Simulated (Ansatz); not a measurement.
## ZnGeP2: response to strain

The parent structure is ZnGeP$_{2}$ in the chalcopyrite structure (space group I-42d, No. 122; a = 5.424 Å, c = 10.709 Å). Axes: x, y, z lie along a, b, c of the conventional cell.

Strains are applied to the cell and any free atomic positions relax; under biaxial strain the out-of-plane vector relaxes too; under stress the whole cell relaxes.

The values are results of PBEsol (Ansatz, an electronic-structure program; PAW; 420 eV plane waves; no SOC), not measurements.

Notes on the quantities. energy relative to the base: free energy F.

```tsv
change	smallest direct gap	energy relative to the base	space group	shortest interatomic distance
base	1.24 eV	0 meV/atom	I-42d (No. 122)	4.410 bohr
biaxial strain −0.14 %, plane normal [001], relaxed out of plane	1.26 eV	0.0 meV/atom	I-42d (No. 122)	4.408 bohr
biaxial strain +1.85 %, plane normal [001], relaxed out of plane	…	+5.4 meV/atom	I-42d (No. 122)	4.431 bohr
isotropic strain −0.68 %	1.20 eV	+2.2 meV/atom	I-42d (No. 122)	4.383 bohr
uniaxial strain ε_zz = −2.45 %	0.99 eV	+4.9 meV/atom	I-42d (No. 122)	4.374 bohr
uniaxial stress, 2 GPa compression along z	1.00 eV	+2.8 meV/atom	I-42d (No. 122)	4.396 bohr
tensor shear ε_yz = −1.18 %	1.17 eV	…	C2 (No. 5)	4.395 bohr
uniaxial stress, 2 GPa tension along z	1.30 eV	+2.5 meV/atom	I-42d (No. 122)	4.425 bohr
```

Question: Complete the table.

Answer: 
- biaxial strain +1.85 %, plane normal [001], relaxed out of plane, smallest direct gap: 1.03 eV
- tensor shear ε_yz = −1.18 %, energy relative to the base: +2.3 meV/atom

Semilocal Kohn–Sham gaps tend to fall short of experiment. Beyond what the load breaks, stability against distortions was not tested.
